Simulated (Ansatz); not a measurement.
**CHF3 (trifluoromethane): CCSDT/STO-3G**

What is the electronic atomisation energy of CHF3 (trifluoromethane) at CCSDT/STO-3G? 

Program for the calculation: Ansatz 0.2.0.

55 further runs of the same task are left out: 7 that didn't finish, 48 set aside as unsound or not needed.

**1. The molecule**

The species is CHF3 (5 atoms), meant as a singlet with charge 0. SMILES: `FC(F)F`. Geometry: relaxed at GFN2-xTB.

Bond lengths: F1–C2 1.328 Å, C2–F3 1.328 Å, C2–F4 1.328 Å, C2–H5 1.104 Å. Angles: F1–C2–F3 108.4°, F1–C2–F4 108.4°, F3–C2–F4 108.4°, F1–C2–H5 110.5°, F3–C2–H5 110.5°, F4–C2–H5 110.5°.

**2. The energy at CCSDT/STO-3G**

File input.yaml:

```yaml
crystal:
  periodic: [false, false, false]
  atoms:
    - {symbol: F, position_ang: [-0.667670, -0.332390, 1.075060]}
    - {symbol: C, position_ang: [0.018950, 0.054610, 0.006800]}
    - {symbol: F, position_ang: [1.042420, -0.774930, -0.157420]}
    - {symbol: F, position_ang: [-0.771270, -0.038770, -1.056390]}
    - {symbol: H, position_ang: [0.377570, 1.091490, 0.131950]}
basis:
  gaussian:
    orbitals: STO-3G
correlation:
  method: ccsdt
  frozen_orbitals: {C: 1, F: 1, H: 0}
accuracy: high
scf:
  omitted_lower_state_checks: [cluster_reference, increment]
```

Started as:

```
$ ansatz run input.yaml --threads 1 --pin off --max-ram 2610MiB --events-out events.jsonl --progress --plain --runs-dir runs
```

Output:

```text
Warning: RAYON_NUM_THREADS=1 ignored (pool sized by the plan → 1); use --threads N
[... 11 lines left out ...]
4 core orbitals not correlated: weight in the atoms' cores, before any rotation towards them, 1.000 or more for the frozen orbitals, at most 0.000 for the correlated occupied ones
[... 22 lines left out ...]
Total energy: -9040.07853169 eV, -332.2167584543 hartree
Checks for a lower state left out: cluster_reference, increment
```

Wall time 0.62 s (1 thread of Arm Neoverse V1, shared host).

**3. The C atom, same level**

File molecule.yaml:

```yaml
basis:
  gaussian: {orbitals: STO-3G}
crystal:
  periodic: [false, false, false]
  atoms:
    - {symbol: C, position_ang: [0.000000, 0.000000, 0.000000]}
magnetization: {spin_polarized: true, initial_magnetization: 2}
correlation: {method: ccsdt, frozen_orbitals: {C: 1}}
accuracy: high
scf: {omitted_lower_state_checks: [cluster_reference, increment]}
```

Run the same way, it converges to -37.21862 Eh (log not shown).

**4. The F atom at the same level**

File molecule.yaml:

```yaml
basis:
  gaussian: {orbitals: STO-3G}
crystal:
  periodic: [false, false, false]
  atoms:
    - symbol: F
      position_ang: [0.000000, 0.000000, 0.000000]
accuracy: high
correlation: {method: ccsdt, frozen_orbitals: {F: 1}}
scf: {omitted_lower_state_checks: [cluster_reference, increment]}
magnetization: {spin_polarized: true, initial_magnetization: 1}
```

Started as:

```
$ ansatz run molecule.yaml --threads 1 --pin off --max-ram 2610MiB --events-out events.jsonl --progress --plain --runs-dir runs
```

Output, cut to the lines that bear on the results:

```text
Warning: RAYON_NUM_THREADS=1 ignored (pool sized by the plan → 1); use --threads N
Functional definition: HF
  name "HF"
[...]
15 factors; integrals over basis functions are off by at most 1.2e-9 eV
[...]
mean field -2666.34863534 eV, -97.9865050328 hartree, gradient 0.0e0 eV, S^2 0.750000; 2 other end points of the search recorded, 0 dependent functions left out
1 core orbitals not correlated: weight in the atoms' cores, before any rotation towards them, 1.000 or more for the frozen orbitals, at most 0.000 for the correlated occupied ones
reference -2666.34863534 eV, -97.9865050328 hartree; 4, 3 occupied and 0, 1 virtual orbitals, 15 factors
second order 0.00000000 eV of doubles, 0.00000000 eV of singles
cycle   1  0.00000000 eV  change     0.0e0 eV  update    0.0e0
cycle   2  0.00000000 eV  change     0.0e0 eV  update    0.0e0
Total energy: -2666.34863534 eV, -97.9865050328 hartree
Checks for a lower state left out: cluster_reference, increment
```

Run time: 0.18 s. Hardware: 1 thread of Arm Neoverse V1, shared host.

**5. The H atom: a single-point energy at UHF/STO-3G**

File job.yaml:

```yaml
crystal:
  periodic: [false, false, false]
  atoms:
    - {symbol: H, position_ang: [0.000000, 0.000000, 0.000000]}
basis:
  gaussian:
    orbitals: STO-3G
hamiltonian:
  xc: hf
magnetization:
  spin_polarized: true
  initial_magnetization: 1
accuracy: high
```

Started as:

```
$ ansatz run job.yaml --threads 1 --pin off --max-ram 2610MiB --events-out events.jsonl --progress --plain --runs-dir runs
```

Output:

```text
Warning: RAYON_NUM_THREADS=1 ignored (pool sized by the plan → 1); use --threads N
[... 2 set-up lines as earlier in the session ...]
  exchange = exact_x
  correlation = 0
1 factors; integrals over basis functions are off by at most 4.6e-10 eV
mean field evaluation 1: about -12.6963 eV, gradient 0.0e0 eV
mean field evaluation 2: about -12.6963 eV, gradient 0.0e0 eV
mean field -12.69633895 eV, -0.4665818504 hartree, gradient 0.0e0 eV, S^2 0.750000; 0 other end points of the search recorded, 0 dependent functions left out
reference -12.69633895 eV, -0.4665818504 hartree; 1, 0 occupied and 0, 1 virtual orbitals, 1 factors
Total energy: -12.69633895 eV, -0.4665818504 hartree
```

It took 0.04 s on 1 thread of Arm Neoverse V1, shared host.

**6. What came out**

At CCSDT/STO-3G, 4 core orbitals frozen:

| quantity | value |
| --- | --- |
| molecule: total energy | -332.21676 Eh |
| molecule: correlation energy (4 core orbitals frozen) | -124.0 mEh |
| molecule: T1 diagnostic | 0.008 |
| C atom: total energy | -37.21862 Eh |
| C atom: correlation energy (1 core orbital frozen) | -20.2 mEh |
| C atom: ⟨S²⟩ of the reference determinant | 2.000 |
| C atom: T1 diagnostic | 0.000 |
| F atom: total energy | -97.98651 Eh |
| F atom: correlation energy (1 core orbital frozen) | 0.0 mEh |
| F atom: ⟨S²⟩ of the reference determinant | 0.750 |
| F atom: T1 diagnostic | 0.000 |
| H atom: total energy | -0.46658 Eh |
| H atom: ⟨S²⟩ | 0.750 |
| electronic atomisation energy | 15.566 eV |

What this shows: Taking the molecule apart into free atoms costs 15.57 eV (359 kcal/mol), before zero-point energy and without spin-orbit coupling. In a minimal basis such a difference can be off by several eV, whatever the method.
